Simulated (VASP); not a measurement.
**Input and output of a VASP LDA single-point calculation on CdSe (distorted zincblende)**

INCAR

```
LREAL = .FALSE.
IBRION = -1
ISIF = 2
PREC = Accurate
EDIFF = 1E-7
LWAVE = .FALSE.
ENCUT = 520
LASPH = .TRUE.
ISMEAR = -1
GGA = CA
NBANDS = 16
NSW = 0
SIGMA = 0.02
LCHARG = .FALSE.
NELM = 120
```

KPOINTS

```
KPOINTS created by Atomic Simulation Environment
0
Gamma
6 6 6
0 0 0
```

POSCAR

```
Cd Se
 1.0000000000000000
     0.0082000000000000    3.0701999999999998    3.0920000000000001
     3.0592999999999999   -0.0287000000000000    3.1290000000000000
     3.0907000000000000    3.1385000000000001   -0.0601000000000000
 Cd  Se
   1   1
Cartesian
  6.1544910000000002  6.1701612999999993  6.1503913499999996
  1.5077927400000000  1.5701380000000000  1.5346129300000000
```

VASP ran with the recommended LDA PAW datasets (18 valence electrons in the cell).

Command

```
mpirun -np 1 vasp_std
```

From OUTCAR

```
k-points           NKPTS =    112   k-points in BZ     NKDIM =    112   number of bands    NBANDS=     16

   NELECT =      18.0000    total number of electrons

   dimension x,y,z NGX =    32 NGY =   36 NGZ =   36
   dimension x,y,z NGXF=    64 NGYF=   72 NGZF=   72

  energy-cutoff  :      520.00
  volume of cell :       60.14
      direct lattice vectors                 reciprocal lattice vectors
     0.008200000  3.070200000  3.092000000    -0.163269230  0.163868231  0.161135370
     3.059300000 -0.028700000  3.129000000     0.164435210 -0.158917479  0.157360956
     3.090700000  3.138500000 -0.060100000     0.161219844  0.156868193 -0.156189757

 k-points in reciprocal lattice and weights: KPOINTS created by Atomic Simulation Env
   0.00000000  0.00000000  0.00000000       0.005
   0.16666667  0.00000000  0.00000000       0.009
   0.33333333  0.00000000  0.00000000       0.009
   0.50000000  0.00000000 -0.00000000       0.005
   0.00000000  0.16666667 -0.00000000       0.009
   0.16666667  0.16666667  0.00000000       0.009
   0.33333333  0.16666667  0.00000000       0.009
   0.50000000  0.16666667  0.00000000       0.009
   ...

 E-fermi :   0.4404

 k-point     1 :       0.0000    0.0000    0.0000
  band No.  band energies     occupation
      1     -12.0079      2.00000
      2      -7.4953      2.00000
      3      -7.4490      2.00000
      4      -7.4328      2.00000
      5      -7.1483      2.00000
      6      -7.1436      2.00000
      7       0.2229      1.99996
      8       0.2934      1.99872
      9       0.3230      1.99439
     10       0.5537      0.00694
     11       5.8688      0.00000
     12       6.0929      0.00000
     13       6.2941      0.00000
     14       9.5129      0.00000
     15      11.0787      0.00000
     16      11.3556      0.00000

 k-point     2 :       0.1667    0.0000    0.0000
  band No.  band energies     occupation
      1     -11.9230      2.00000
      2      -7.4301      2.00000
      3      -7.4103      2.00000
      4      -7.3982      2.00000
      5      -7.1504      2.00000
      6      -7.1468      2.00000
      7      -1.4354      2.00000
      8       0.0459      2.00000
      9       0.1236      2.00000
     10       1.9033      0.00000
     11       5.8742      0.00000
     12       6.2089      0.00000
     13       6.4636      0.00000
     14      10.0246      0.00000
     15      10.2752      0.00000
     16      10.3770      0.00000

 k-point     3 :       0.3333    0.0000    0.0000
  band No.  band energies     occupation
      1     -11.7509      2.00000
      2      -7.3700      2.00000
      3      -7.3625      2.00000
      4      -7.1514      2.00000
      5      -7.1427      2.00000
      6      -7.1289      2.00000
      7      -3.1122      2.00000
      8      -0.3170      2.00000
      9      -0.2441      2.00000
     10       2.4075      0.00000
     11       6.4222      0.00000
     12       6.5987      0.00000
     13       6.7768      0.00000
     14       9.7036      0.00000
     15      10.4204      0.00000
     16      10.6893      0.00000

 k-point     4 :       0.5000    0.0000   -0.0000
  band No.  band energies     occupation
      1     -11.6643      2.00000
      2      -7.3511      2.00000
      3      -7.3482      2.00000
      4      -7.1332      2.00000
      5      -7.1255      2.00000
      6      -6.8986      2.00000
      7      -3.9005      2.00000
      8      -0.4799      2.00000
      9      -0.4097      2.00000
     10       2.3954      0.00000
     11       6.3871      0.00000
     12       6.7153      0.00000
     13       7.3923      0.00000
     14       9.8367      0.00000
     15      11.9177      0.00000
     16      12.2822      0.00000

 k-point     5 :       0.0000    0.1667   -0.0000
  band No.  band energies     occupation
      1     -11.9305      2.00000
      2      -7.4713      2.00000
      3      -7.4281      2.00000
      4      -7.3568      2.00000
      5      -7.1468      2.00000
      6      -7.1442      2.00000
      7      -1.3844      2.00000
      8       0.0763      2.00000
      9       0.1332      2.00000
     10       1.8760      0.00000
     11       5.7420      0.00000
     12       6.2375      0.00000
     13       6.5567      0.00000
     14      10.1086      0.00000
     15      10.2945      0.00000
     16      10.5360      0.00000

 k-point     6 :       0.1667    0.1667    0.0000
  band No.  band energies     occupation
      1     -11.9031      2.00000
      2      -7.4380      2.00000
      3      -7.3985      2.00000
      4      -7.3721      2.00000
      5      -7.1623      2.00000
      6      -7.1330      2.00000
      7      -1.4734      2.00000
      8      -0.2158      2.00000
      9      -0.1547      2.00000
     10       2.4153      0.00000
     11       5.0487      0.00000
     12       6.7847      0.00000
     13       6.9467      0.00000
     14       8.6223      0.00000
     15      11.3385      0.00000
     16      11.5558      0.00000

 k-point     7 :       0.3333    0.1667    0.0000
  band No.  band energies     occupation
      1     -11.7607      2.00000
      2      -7.3599      2.00000
      3      -7.3403      2.00000
      4      -7.2408      2.00000
      5      -7.1389      2.00000
      6      -7.1262      2.00000
      7      -2.7155      2.00000
      8      -0.6452      2.00000
      9      -0.5811      2.00000
     10       3.1891      0.00000
     11       5.0515      0.00000
     12       6.8260      0.00000
     13       7.4064      0.00000
     14       9.0300      0.00000
     15      11.4578      0.00000
     16      11.6641      0.00000

 k-point     8 :       0.5000    0.1667    0.0000
  band No.  band energies     occupation
      1     -11.6458      2.00000
      2      -7.3427      2.00000
      3      -7.3165      2.00000
      4      -7.1615      2.00000
      5      -7.1285      2.00000
      6      -6.8860      2.00000
      7      -3.6884      2.00000
      8      -1.1500      2.00000
      9      -0.7054      2.00000
     10       3.3267      0.00000
     11       5.6581      0.00000
     12       7.2522      0.00000
     13       7.3365      0.00000
     14       9.9943      0.00000
     15      11.6354      0.00000
     16      12.1731      0.00000

 k-point     9 :      -0.3333    0.1667    0.0000
  band No.  band energies     occupation
      1     -11.6735      2.00000
      2      -7.3519      2.00000
      3      -7.3351      2.00000
      4      -7.1547      2.00000
      5      -7.1472      2.00000
      6      -6.9469      2.00000
      7      -3.4320      2.00000
      8      -1.2924      2.00000
      9      -0.4214      2.00000
     10       3.3254      0.00000
     11       5.9595      0.00000
     12       6.7821      0.00000
     13       7.0323      0.00000
     14      10.1540      0.00000
     15      10.8257      0.00000
     16      12.0178      0.00000

 k-point    10 :      -0.1667    0.1667   -0.0000
  band No.  band energies     occupation
      1     -11.8160      2.00000
      2      -7.4071      2.00000
      3      -7.3861      2.00000
      4      -7.2559      2.00000
      5      -7.1583      2.00000
      6      -7.1223      2.00000
      7      -2.3070      2.00000
      8      -0.7757      2.00000
      9       0.0064      2.00000
     10       2.8295      0.00000
     11       5.5736      0.00000
     12       6.5553      0.00000
     13       6.6796      0.00000
     14       9.3802      0.00000
     15      10.6448      0.00000
     16      11.7385      0.00000

 k-point    11 :       0.0000    0.3333   -0.0000
  band No.  band energies     occupation
      1     -11.7732      2.00000
      2      -7.4308      2.00000
      3      -7.3959      2.00000
      4      -7.1427      2.00000
      5      -7.1337      2.00000
      6      -7.1036      2.00000
      7      -3.0005      2.00000
      8      -0.2607      2.00000
      9      -0.1565      2.00000
     10       2.3699      0.00000
     11       6.3443      0.00000
     12       6.6014      0.00000
     13       6.7491      0.00000
     14       9.7525      0.00000
     15      10.5387      0.00000
     16      10.8178      0.00000

 k-point    12 :       0.1667    0.3333   -0.0000
  band No.  band energies     occupation
      1     -11.7757      2.00000
      2      -7.4162      2.00000
      3      -7.3601      2.00000
      4      -7.2276      2.00000
      5      -7.1240      2.00000
      6      -7.1126      2.00000
      7      -2.5775      2.00000
      8      -0.7210      2.00000
      9      -0.5387      2.00000
     10       3.2183      0.00000
     11       5.1134      0.00000
     12       6.8212      0.00000
     13       7.2908      0.00000
     14       9.1082      0.00000
     15      11.5791      0.00000
     16      11.8635      0.00000

 ...

  Total       -1.4999031     -1.6104319     -1.6680838     -0.2125572      0.4917240     -0.0637825
  in kB      -39.9601141    -42.9048009    -44.4407501     -5.6629070     13.1004121     -1.6992797
  external PRESSURE =     -42.4352217 kB  Pullay stress =       0.0000000 kB

 POSITION                                       TOTAL-FORCE (eV/Angst)
 -----------------------------------------------------------------------------------
      6.15449      6.17016      6.15039        -0.217979      0.127205      0.089700
      1.50779      1.57014      1.53461         0.217979     -0.127205     -0.089700
 -----------------------------------------------------------------------------------
    total drift:                               -0.000145      0.000201      0.000317

  FREE ENERGIE OF THE ION-ELECTRON SYSTEM (eV)
  ---------------------------------------------------
  free  energy   TOTEN  =        -6.6601860767 eV

  energy  without entropy=       -6.6601771820  energy(sigma->0) =       -6.66018163
```

```
gap between bands v and c on the k mesh : 0.23 eV
least direct gap on the k mesh          : 0.23 eV
pressure                                : -4.2 GPa
largest force                           : 0.27 eV/Å
```

Band v is the last that the valence electrons fill when counted band by band, and c is the next.

The run took about 99 s on one core of a shared host (Intel Xeon Platinum 8488C) and held 0.24 GiB at most.
